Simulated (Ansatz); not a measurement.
Rows from a G0W0 calculation on TiO2 (C2/m) (Ansatz 0.2.0; G0W0 on LDA, plane waves, PAW; PAW set soft_1; 4×4×2 mesh, 132 empty bands, screening to 54 eV, PAW set soft_1 files), in eV. Spin-orbit coupling is left out.

| row | Σx | Σc | Vxc | Z |
| --- | --- | --- | --- | --- |
| A | -25.19 | 4.87 | -20.43 | 0.71 |
| B | -13.29 | -6.47 | -21.81 | 0.73 |
| C | -13.46 | -6.85 | -22.42 | 0.72 |
| D | -25.27 | 4.70 | -20.74 | 0.72 |
| E | -13.62 | -6.53 | -22.22 | 0.72 |
| F | -13.69 | -6.54 | -22.28 | 0.72 |

**Question.** Which rows are filled states and which are empty ones, and how can one tell?

Filled: A and D. Empty: B, C, E and F. The sign of Σc tells: for a filled state bare exchange, which holds its interaction with itself, lies below Vxc (Σx − Vxc is -4.5 eV or lower here) and screening gives part back as a positive Σc. For an empty state Σx lies above Vxc (+8.5 eV or more) and the Coulomb hole leaves Σc negative.

[Runs of the session that timed out or met a known fault of the program may be left out.]

[Cells called generated may have been cut or substituted from an entry of the Crystallography Open Database or the Materials Project.]

[Hosts, paths, dates, database ids (printed as entryN), source tags and the programs' standing remarks are cut or masked in the printed files.]
